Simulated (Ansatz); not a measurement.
# AlGa3N4: what the electron mass says about interband coupling

All numbers below come from Ansatz, DFT PBEsol, scalar-relativistic, plane waves, PAW.

Settings: cutoff 420 eV, Γ-centred mesh 6×6×6 on the computed 8-atom cell, Gaussian smearing of 0.02 eV; no spin polarisation.

Relaxed cell: P-43m, a = 4.468 Å, b = 4.468 Å, c = 4.468 Å, α = 90.00°, β = 90.00°, γ = 90.00°, 8 atoms in the primitive cell. Whether it is the stable form of this composition wasn't checked.

The direct gap at Γ is 2.290 eV, and at Γ the conduction band has a mass of 0.2054 mₑ and the lightest hole 0.2122 mₑ, both along x.

Use two-band k·p theory to get the Kane energy. As an exercise, what mass follows if the true gap is 1.5 times the computed one (semilocal functionals can miss by more, threefold or worse in zinc and cadmium oxides)?

Coupling to the valence top alone gives mₑ/m* = 1 + E_P/E_g, so E_P = E_g (mₑ/m* − 1) = 2.290 × (4.87 − 1) = 8.9 eV. The light hole is the mirror band, mₑ/mₗₕ = E_P/E_g − 1, and gives 13.1 eV; the spread shows what other bands add. Fits to experiment give about 15 to 31 eV for common tetrahedral semiconductors; the figure from the electron is a net one, lowered by higher conduction bands, and semilocal functionals tend to give less. With E_P fixed and E_g = 3.43 eV the mass becomes 0.279 mₑ: in this model the mass grows with the gap, in proportion where E_P ≫ E_g, which is why functionals that close gaps give light electrons. A correction that opens the gap also strengthens the coupling, so the true mass usually rises less. Remote bands and spin-orbit splitting are left out of the model.

The electron and the lightest hole have nearly equal masses, 0.2054 and 0.2122 mₑ, as expected when both owe their curvature mainly to the same coupling. The conduction edge of a tetrahedral nitride is largely antibonding cation s and N s, the valence top mostly N 2p, and momentum along x links the s state to the p orbital pointing that way. The two-band model alone would make the hole clearly heavier than the electron. Higher conduction bands probably close that difference, since they push both edges down, flattening the electron band and sharpening the hole band.

The gap of 2.290 eV lies below the measured gap of zinc-blende GaN, although aluminium should widen it; the likely cause is the derivative discontinuity missing from the semilocal functional. The mass of 0.279 mₑ therefore illustrates how the mass scales with the gap and is no prediction for the material. Nor does the light hole indicate good p-type transport, because the p orbitals perpendicular to x give much heavier bands that would hold most of the holes.
